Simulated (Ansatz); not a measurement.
The system is NiO.

```xyz
2
Lattice="0.0000 2.0859 2.0859 2.0859 0.0000 2.0859 2.0859 2.0859 0.0000" Properties=species:S:1:pos:R:3 pbc="T T T"
Ni    0.0000    0.0000    0.0000
O     2.0859    2.0859    2.0859
```

A run of Ansatz 0.2.0 on this cell left the log below. Logs are shortened: lines on timing, memory, paths and dates and some standing lists are left out, and cuts for length are marked.

```text
Warning: RAYON_NUM_THREADS=2 ignored (pool sized by the plan → 2); use --threads N
The last accepted step is kept in <dir> (removed where the run ends without a failure and the disk answers)
LAPW: plane waves up to 10.300 Å⁻¹, error target 1.0e-3 eV per atom; small_component_spin mean_spin; O in spheres of 0.913 Å, 8 of its electrons in bands, Dirac shells []; Ni in spheres of 1.110 Å, 18 of its electrons in bands, Dirac shells [] (how accurate: hamiltonian.pseudopotentials.lapw.basis_error, Limitations)
Engine: ansatz 0.2.0, x86_64-unknown-linux-gnu
Pseudopotentials: kind: all_electron
Pseudopotential: Ni, LAPW, valence charge 18, lapw/all_electron/scalar/gaussian/Ni, Koelling and Harmon's equation, gaussian nucleus
Pseudopotential: O, LAPW, valence charge 8, lapw/all_electron/scalar/gaussian/O, Koelling and Harmon's equation, gaussian nucleus
Functional definition: BLYP
  parameter beta = 0.0042
  parameter a = 0.04918
  parameter b = 0.132
  parameter c = 0.2533
  parameter d = 0.349
  exchange = b88_x(beta = beta)
  correlation = lyp_c(a = a, b = b, c = c, d = d)
Crystal: 2 atoms, lattice volume = 18.151 Å³
Basis set: ecut = 404.2392065943725 eV, 331 PW (Γ), exchange–correlation at level 2
Bands: 18, of which v1, the nominal top of the filled ones, is band 13 counted from 1 (12 counted from 0)
Symmetry: 48 space group operations
Space group: Fm-3m (ITA 225), of the structure as read, at distance tolerance 2.6e-5 Å
Magnetic group: BNS 225.116 (UNI 1618), of the structure as read, at distance tolerance 2.6e-5 Å
k-points: 56 of 1331
Non-local potential: Ni, projectors of the file, none
Non-local potential: O, projectors of the file, none
Initial density: superposition of atomic densities (chi_scale 0.1, normalization cell, long waves kept (reshape's long-wave potential 0.00 eV rms))
Starting moments: Σ|m| = 1 μB on 1 of 2 sites
Initial wavefunctions: plane waves of lowest kinetic energy (no species holds an atomic orbital)
Functional: x = b88, c = lyp
iter 1 solved again at ethr=5.12e-3 eV; its pass at ethr=1.00e-1 eV (dr2=1.33e0 eV) is discarded
[... 74 lines left out ...]
the basis was enlarged: its passes take 1.6 MiB over the memory plan, 2 of 2 planned eigensolver slots
SCF iter   5: F=-43440.492633 eV  HF=-43440.492633 eV  |F-HF|=3.97e-8  |Δ(HF+E_count)|=   9.69e-7  Δρ=2.45e-6 (↑1.35e-6 ↓2.45e-6)  dr2=1.35e-9  dr2_m=4.34e-10  M=1.886 μB ∫|m|=1.893 μB  ethr=5.70e-12 (applied; sched 1.00e-12)  ⟨swp⟩=2.2  Hψ=5550  notcnv=0
SCF 5 converged in 5 iterations: F = -43440.492633 eV  dr2 = 1.35e-9
relax step   5: F+E_penalty+E_count = -43440.49263339 eV  Δ(F+E_penalty+E_count) = -5.170e-5 eV  max|allowed force component| = 3.780e-30 eV/Å  Δτ_max = 0.0000 Å  P = +0.038 GPa  Ω = 19.634 Å³  stress off target by 3.78e-2 GPa  SCF on the basis re-selected at this cell (its energy is not comparable with the rows above)  (5 SCF iters)
basis re-selected at this cell: Δ(F+E_penalty+E_count) = -5.170e-5 eV, ΔP = +0.001 GPa vs the last step (what re-selecting the basis moved, after the strain that the cell walked since its last selection, with what the two solves' SCF thresholds leave and, on support functions, any second-order correction that the steps lacked; it is no measure of the basis error at this ecutwfc). This SCF's stress stands 3.78e-2 GPa from its target on what of the cell is left free (relax.cell.stress_tol is 5.00e-2 GPa) and its largest allowed force component is 3.78e-30 eV/Å (relax.f_tol is 1.00e-2 eV/Å): within both
SCF converged after 5 iterations
Magnetization: 1.8857 μB (13.9429 up, 12.0571 down)
Absolute magnetization: 1.8933 μB (∫|ρ↑−ρ↓|)
Spin contamination: 0.0050 ħ² per cell (⟨S²⟩ above its minimum at these occupations)
Per-site moments (μB) at R_I (Å): [(1.5476430124640537, 1.139698526911237), (0.31970363720342476, 0.9372729779224449)]
Free energy (F): -43440.492633 eV
Harris-Foulkes:  -43440.492633 eV  (|F-HF|=3.97e-8)
Internal energy: -43440.485650 eV  (E = F + TS)
E sigma→0 (E₀):  -43440.489142 eV
Entropy (-TS):   -0.006983 eV (-3.492 meV/atom)
Fermi energy:    13.319853 eV
--- Per-component energies (eV) ---
  E_band       = -1334.592504
  E_kinetic    = 44104.120941
  E_xc         = -1974.488586
  E_electrostatic = -85570.118005  (all electrons and nuclei)
  E_smearing   = -0.006983  (= −TS)
  E_closure    = 0.000000  (closes the sum)
  E_atoms      = -43428.320393  (free atoms, spherical and without spin; not in F)
  Σ components = -43440.492633   (vs F -43440.492633, Δ=0.00e0)
  Basis errors (estimates in eV, not in F): energy 4.8e-4 per atom: plane waves 4.4e-4 (2.4e-4 summed), levels above the bands 1.5e-116, relativity 3.2e-7, radial functions 4.0e-5, core shells 3.4e-9; eigenvalues (radial functions only) 4.4e-7; not estimated: angular momenta, meshes, grids; target (lapw.basis_error) 1.0e-3; muffin-tin radii O 0.937 Å, Ni 1.140 Å
--- Forces (eV/Å), atoms counted from 1 ---
  atom   1  Ni     0.00000000    -0.00000000     0.00000000
  atom   2  O     -0.00000000     0.00000000    -0.00000000
  max |Σ_I F_I| component: 4.01e-30 eV/Å
--- Stress (GPa, compression-positive) ---
        0.037829       0.000000       0.000000
        0.000000       0.037829       0.000000
        0.000000       0.000000       0.037829
  P = ⅓ Tr σ = 0.0378 GPa (0.378 kbar)
--- Relaxed structure (4 steps of the walk, 4 accepted, 1 SCFs on fresh bases) ---
  F+E_penalty+E_count = -43440.49263339 eV   max|allowed force component| = 3.780e-30 eV/Å   (the final SCF, on the basis selected at the relaxed cell)
  cell:  # Å, volume = 19.6339 Å³
    - [5.405871266150165e-34, 2.141207768848422, 2.141207768848422]
    - [2.141207768848422, 2.0978602041687305e-34, 2.141207768848422]
    - [2.141207768848422, 2.141207768848422, 4.1280474985255675e-34]
  atoms:
    - { symbol: Ni, position: [-1.683113779084684e-36, 1.4426689535012122e-36, 1.442668953500939e-36] }
    - { symbol: O, position: [0.5000000000000001, 0.5000000000000001, 0.5000000000000001] }
```

Question: Write the input and the command behind it.

Answer: Relaxation of cell and atoms with BLYP, collinear spin, ferromagnetic start. The files as run (others can give the same):

input.yaml
```yaml
crystal:
  lattice:
    - [0.0, 2.0859016414, 2.0859016414]
    - [2.0859016414, 0.0, 2.0859016414]
    - [2.0859016414, 2.0859016414, 0.0]
  atoms:
    - { symbol: Ni, position: [0.0, 0.0, 0.0], spin: 1.0 }
    - { symbol: O, position: [0.5, 0.5, 0.5] }
kpoints:
  mp_grid: { grid: [11, 11, 11] }
scf:
  occupations: { method: fermi_dirac, width: 0.05 }
hamiltonian:
  xc: blyp
  pseudopotentials: { kind: all_electron, lapw: { basis_error: 0.001 } }
magnetization:
  spin_polarized: true
output:
  forces: true
  stress: true
relax:
  f_tol: 0.01
  max_steps: 60
  cell: {}
```

Potentials or basis: all-electron LAPW, scalar-relativistic.
The run is started by
```sh
$ ansatz run input.yaml --threads 2 --pin off --max-ram 6144MiB --backend cpu --events-out ev --progress --plain --runs-dir out
```

Caveat: a cell with one magnetic atom can't hold antiferromagnetic order, which such compounds often take.
